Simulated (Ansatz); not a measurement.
Crystal: TePb.

```
Pb Te
1.0
     0.00000    3.23100    3.23100
     3.23100    0.00000    3.23100
     3.23100    3.23100    0.00000
Pb Te
1 1
Cartesian
  0.0000 0.0000 0.0000
  3.2310 3.2310 3.2310
```

Base run:

* Program: Ansatz 0.2.0
* Functional: PBEsol
* Potentials or basis: all-electron LAPW, scalar-relativistic
* Cutoff: 179 eV (chosen from the basis error)
* Basis error allowed: 0.001 eV/atom
* k mesh: 7 × 7 × 7
* Occupations: fermi-dirac, width 0.05 eV
* Spin: no spin polarisation

Its results: pressure -0.4 GPa.

Q: The run is repeated on the same cell with these changes: functional from PBEsol to BLYP. What comes out?

A: Pressure 5.3 GPa.

BLYP binds less tightly than PBEsol, so the same cell stands under more pressure.
